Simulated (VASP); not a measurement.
Crystal: NaH.

```
Na H
1.0
     0.00000    2.44000    2.44000
     2.44000    0.00000    2.44000
     2.44000    2.44000    0.00000
Na H
1 1
Direct
  0.00000 0.00000 0.00000
  0.50000 0.50000 0.50000
```

| Item | Value |
| --- | --- |
| Program | VASP 6.6.1 |
| Task | relaxation of cell and atoms |
| Functional | PBEsol |
| Potentials or basis | VASP PAW PBE potentials, release 64 (Na_pv, H) |
| Cutoff | 600 eV |
| k mesh | 8 × 8 × 8 |
| Occupations | gaussian, width 0.02 eV |
| Spin | no spin polarisation |

At the start: pressure -1.2 GPa; volume 14.53 Å³/atom.

Problem. How do energy, volume and symmetry change on relaxing?

Solution. Over 3 steps the energy falls by 2.9 meV/atom and the volume is 13.72 Å³/atom (-5.5 %); space group Fm-3m (No. 225, to 0.05 Å).

The path:
```
step  energy change (eV)  largest force (eV/Å)  pressure (GPa)  volume (Å³)
   1              0.0000                0.0000           -1.20        29.05
   2             -0.0029                0.0000           -0.88        28.60
   3             -0.0058                0.0000            0.04        27.45
```

Final structure:
```
CELL_PARAMETERS angstrom
0.00000 2.39414 2.39414
2.39414 0.00000 2.39414
2.39414 2.39414 0.00000
ATOMIC_POSITIONS crystal
Na 0.00000 0.00000 0.00000
H 0.50000 0.50000 0.50000
```

Caveat: the PAW data sets were made with another functional, which shifts forces and pressure a little.
